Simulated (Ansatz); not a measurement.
Structural energy differences of phosphorus

Method: Ansatz 0.2.0, DFT, revPBE, plane waves (420 eV) with PAW, scalar-relativistic. The PAW files were generated under PBE, with cores re-solved for the functional.

Each structure is relaxed within its own symmetry, so a high-lying one may be dynamically unstable. No dispersion correction is added.

| structure | ΔE (meV/atom) | V (Å³/atom) | cell | magnetic state |
| --- | --- | --- | --- | --- |
| black phosphorus | 0 | 29.80 | a = 3.324 Å, b = 15.209 Å, c = 4.715 Å | spin not included |
| simple cubic | 153 | 14.76 | a = 2.453 Å | spin not included |
| diamond | 580 | 21.06 | a = 5.523 Å | spin not included |
| bcc | 753 | 14.37 | a = 3.063 Å | spin not included |
| omega (AlB2-type) | 756 | 14.55 | a = 4.472 Å, c = 2.519 Å (c/a = 0.563) | spin not included |
| dhcp | 877 | 14.89 | a = 2.638 Å, c = 9.888 Å (c/a = 3.749) | spin not included |
| fcc | 916 | 14.71 | a = 3.889 Å | spin not included |
| A15 | 940 | 14.87 | a = 4.918 Å | spin not included |

ΔE counts from black phosphorus.

Differences under about 8 meV lie within the error of the k-point mesh.

This functional, with no dispersion term, lets the cell expand far past the measured one (black phosphorus).
